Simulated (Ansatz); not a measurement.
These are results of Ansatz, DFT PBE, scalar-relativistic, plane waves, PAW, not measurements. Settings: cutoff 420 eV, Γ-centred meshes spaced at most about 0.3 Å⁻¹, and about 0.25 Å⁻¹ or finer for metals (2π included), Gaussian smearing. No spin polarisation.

These are static total energies at zero pressure.

Two forms of Cd5HgTe6 were relaxed alike.

A.

```cif
data_structure
_symmetry_space_group_name_H-M 'P-4m2'
_symmetry_Int_Tables_number 115
_cell_length_a 4.6844
_cell_length_b 4.6844
_cell_length_c 19.8689
_cell_angle_alpha 90.000
_cell_angle_beta 90.000
_cell_angle_gamma 90.000
_cell_volume 436.00
loop_
_atom_site_label
_atom_site_type_symbol
_atom_site_symmetry_multiplicity
_atom_site_Wyckoff_symbol
_atom_site_fract_x
_atom_site_fract_y
_atom_site_fract_z
_atom_site_occupancy
Cd1 Cd 2 e 0.00000 0.00000 0.83286 1
Cd2 Cd 2 f 0.50000 0.50000 0.33359 1
Cd3 Cd 1 d 0.00000 0.00000 0.50000 1
Hg1 Hg 1 b 0.50000 0.50000 0.00000 1
Te1 Te 2 g 0.50000 0.00000 0.08418 1
Te2 Te 2 g 0.00000 0.50000 0.25038 1
Te3 Te 2 g 0.50000 0.00000 0.41680 1
```

B.

```cif
data_structure
_symmetry_space_group_name_H-M 'P4/mmm'
_symmetry_Int_Tables_number 123
_cell_length_a 4.3203
_cell_length_b 4.3203
_cell_length_c 18.5255
_cell_angle_alpha 90.000
_cell_angle_beta 90.000
_cell_angle_gamma 90.000
_cell_volume 345.78
loop_
_atom_site_label
_atom_site_type_symbol
_atom_site_symmetry_multiplicity
_atom_site_Wyckoff_symbol
_atom_site_fract_x
_atom_site_fract_y
_atom_site_fract_z
_atom_site_occupancy
Cd1 Cd 2 g 0.00000 0.00000 0.83220 1
Cd2 Cd 2 h 0.50000 0.50000 0.33400 1
Cd3 Cd 1 b 0.00000 0.00000 0.50000 1
Hg1 Hg 1 c 0.50000 0.50000 0.00000 1
Te1 Te 1 a 0.00000 0.00000 0.00000 1
Te2 Te 2 h 0.50000 0.50000 0.17223 1
Te3 Te 2 g 0.00000 0.00000 0.33526 1
Te4 Te 1 d 0.50000 0.50000 0.50000 1
```

Problem. Which form is favoured at zero pressure, and by what margin per atom?

Solution. A is lower, by 175 meV/atom. A has Cd and Hg ordered on zinc blende sites, space group P-4m2 (No. 115), 36.3 Å³/atom and a gap of 0.30 eV on its mesh; B has Cd and Hg ordered on rock salt sites, space group P4/mmm (No. 123), 28.8 Å³/atom and no gap. Counting Te atoms around Cd and Hg (those within 1.25 times the shortest such distance or 1.15 times the sum of covalent radii), A has Cd 4, Hg 4 and B has Cd 6, Hg 6. The lower one is the more open, so pressure narrows the difference. In A, Cd on a site of symmetry 2mm has 4 Te at 2.86–2.87 Å; Hg has 4 Te at 2.88 Å; around Te on its first site lie 2 Cd at 2.86 Å and 2 Hg at 2.88 Å; 4 more sites not described. In B, Cd on a site of symmetry 4mm is surrounded by 6 Te at 3.06–3.11 Å; Hg is surrounded by 6 Te at 3.05–3.19 Å; Te on a site of symmetry 4/mmm is surrounded by 4 Hg at 3.05 Å and 2 Cd at 3.11 Å; 5 more sites not described. Both come from invented guesses.

Spin–orbit coupling, which can matter for Hg and Te, is left out. Kohn–Sham gaps at this level usually fall short of measured ones. The missing spin–orbit coupling can work the other way here. Cells relaxed within their symmetry can be saddle points.

The fourfold-coordinated form A lies well below the sixfold-coordinated B, as expected for tellurides of Cd and Hg. With eight valence electrons per cation-anion pair, tetrahedral sp³ bonding fills the bonding states and leaves the antibonding ones empty. The modest electronegativity difference to Te gives too little ionic character for the Madelung gain of the rock salt arrangement to make up for the loss of these directional bonds. B has longer bonds yet a smaller volume per atom: it packs more neighbours around each atom, but each bond is weaker. Its missing gap probably reflects overlap between Te p-derived valence states and cation s-derived conduction states.

In A the Cd–Te and Hg–Te distances are almost equal, because the lanthanide contraction and the relativistic contraction of the Hg 6s shell offset the extra shell. Size mismatch should therefore cost little strain. The comparison supports a preference for tetrahedral coordination at this composition, but not stability of this cation order against other arrangements or separation into CdTe and HgTe.
